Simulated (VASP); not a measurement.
The system is MoP.

```xyz
2
Lattice="3.2230 0.0000 0.0000 -1.6115 2.7912 0.0000 0.0000 0.0000 3.1910" Properties=species:S:1:pos:R:3 pbc="T T T"
Mo    0.0000    0.0000    0.0000
P     0.0000    1.8608    1.5955
```

* Program: VASP 6.6.1
* Task: relaxation of cell and atoms
* Functional: PBEsol
* Potentials or basis: VASP PAW PBE potentials, release 64 (Mo_sv, P)
* Cutoff: 600 eV
* k mesh: 15 × 15 × 11
* Occupations: methfessel-paxton, width 0.1 eV
* Spin: no spin polarisation

At the start: pressure -3.5 GPa; volume 14.35 Å³/atom.

Task: Where does the relaxation end?

Result: Over 3 steps the energy falls by 2.3 meV/atom and the volume is 14.15 Å³/atom (-1.4 %); space group P-6m2 (No. 187, to 0.05 Å).

The path:
```csv
step,energy change (eV),largest force (eV/Å),pressure (GPa),volume (Å³)
1,0.0000,0.0000,-3.45,28.71
2,0.0171,0.0000,8.10,27.44
3,-0.0046,0.0000,-0.04,28.30
```

Final structure:
```
Mo P
1.0
     3.20944    0.00000    0.00000
    -1.60472    2.77946    0.00000
     0.00000    0.00000    3.17246
Mo P
1 1
Direct
  0.00000 0.00000 0.00000
  0.33333 0.66667 0.50000
```

Caveat: the PAW data sets were made with another functional, which shifts forces and pressure a little.
